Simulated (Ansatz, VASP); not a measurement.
Given: the input of a run of Ansatz 0.2.0 on HfB.

The input input.yaml:

```yaml
crystal:
  lattice:
    - [0.0, 2.2787799567, 2.2787799567]
    - [2.2787799567, 0.0, 2.2787799567]
    - [2.2787799567, 2.2787799567, 0.0]
  atoms:
    - { symbol: Hf, position: [0.5, 0.5, 0.5] }
    - { symbol: B, position: [0.0, 0.0, 0.0] }
kpoints:
  mp_grid: { grid: [10, 10, 10] }
scf:
  occupations: { method: fermi_dirac, width: 0.05 }
hamiltonian:
  xc: pbe
  pseudopotentials: { kind: all_electron, lapw: { basis_error: 0.0005 } }
output:
  forces: true
  stress: true
  eigenvalues: true
```

Potentials or basis: all-electron LAPW, scalar-relativistic.

Command:

```bash
$ ansatz run input.yaml --threads 1 --pin off --max-ram 2560MiB --backend cpu --events-out ev --progress --plain --runs-dir out
```

**Question.** Translate it to VASP 6.6.1. Potentials there: VASP PAW PBE potentials, release 64 (Hf_pv, B).

**Answer.** As run (the cutoff follows the program's own potentials):

File INCAR:

```
SYSTEM = HfB
ALGO = Normal
EDIFF = 1E-6
ENCUT = 520
GGA = PE
ISIF = 2
ISMEAR = -1
LASPH = .TRUE.
LCHARG = .FALSE.
LREAL = .FALSE.
LWAVE = .FALSE.
NBANDS = 14
NELM = 100
PREC = Accurate
SIGMA = 0.05
```

The input KPOINTS:

```
k-points
0
G
  10 10 10
  0 0 0
```

POSCAR

```
HfB
1.0
    0.0000000000      2.2787799567      2.2787799567
    2.2787799567      0.0000000000      2.2787799567
    2.2787799567      2.2787799567      0.0000000000
Hf B
1 1
Direct
    0.5000000000      0.5000000000      0.5000000000
    0.0000000000      0.0000000000      0.0000000000
```

Potentials or basis: VASP PAW PBE potentials, release 64 (Hf_pv, B).

The run is started by

```sh
$ cat potpaw_PBE.64/Hf_pv/POTCAR potpaw_PBE.64/B/POTCAR > POTCAR
$ mpirun -np 1 vasp_std > vasp.out
```

Both were run:

|  | VASP | Ansatz | Ansatz less VASP |
| --- | --- | --- | --- |
| gap on the k mesh at the Fermi level (eV) | none | none | - |
| pressure (GPa) | 42.8 | 41.6 | -1.23 |

A gap of «none» marks a metal or a gap that the smearing closes. Ansatz ran all-electron here, so the differences hold the error of VASP's frozen core and of both bases.

Caveats: so large a pressure means that the cell lies far from this level's equilibrium, or that cutoff or potentials fall short (VASP). The runs have no spin-orbit coupling, so splittings on Hf are missing.
